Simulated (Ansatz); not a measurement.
Crystal: Al.

```
CELL_PARAMETERS angstrom
4.54673 0.00000 0.00000
-2.27337 3.93758 0.00000
0.00000 0.00000 2.75393
ATOMIC_POSITIONS crystal
Al 0.33333 0.66667 0.50000
Al 0.66667 0.33333 0.50000
```

The cell was built by a generator and needn't be a form met in nature.

| Quantity | Value |
| --- | --- |
| Program | Ansatz 0.2.0 |
| Task | relaxation of cell and atoms |
| Functional | HSEsol |
| Potentials or basis | Ansatz PAW |
| Cutoff | 420 eV (not typed: the program's choice for these potentials) |
| k mesh | 4 × 4 × 5 |
| Occupations | fermi-dirac, width 0.05 eV |
| Spin | no spin polarisation |

At the start: volume 24.65 Å³/atom.

Q: Where does the relaxation end?

A: It ends after 6 steps and the volume is 24.34 Å³/atom (-1.3 %); space group P6/mmm (No. 191, to 0.05 Å).

The path:
```
step  energy change (eV)  largest force (eV/Å)  volume (Å³)
   1              0.0000                0.0000        49.30
   2             -0.0202                0.0000        49.00
   3             -0.0253                0.0000        48.95
   4             -0.0263                0.0000        48.61
   5             -0.0263                0.0000        48.67
   6             -0.0264                0.0000        48.67
```

Final structure:
```cif
data_structure
_symmetry_space_group_name_H-M 'P 1'
_symmetry_Int_Tables_number 1
_cell_length_a 4.4627
_cell_length_b 4.4627
_cell_length_c 2.8219
_cell_angle_alpha 90.000
_cell_angle_beta 90.000
_cell_angle_gamma 120.000
_cell_volume 48.67
loop_
_atom_site_label
_atom_site_type_symbol
_atom_site_fract_x
_atom_site_fract_y
_atom_site_fract_z
_atom_site_occupancy
Al1 Al 0.33333 0.66667 0.50000 1
Al2 Al 0.66667 0.33333 0.50000 1
```

Caveat: the k mesh is coarse (spacing up to 0.46 Å⁻¹), so the values aren't converged, least of all with exact exchange; the plane-wave basis is chosen anew once the cell has moved, so the energies of steps on either side of that aren't comparable; the PAW data sets come from PBE, with cores solved anew for the run's functional, which leaves a small shift of forces and pressure.
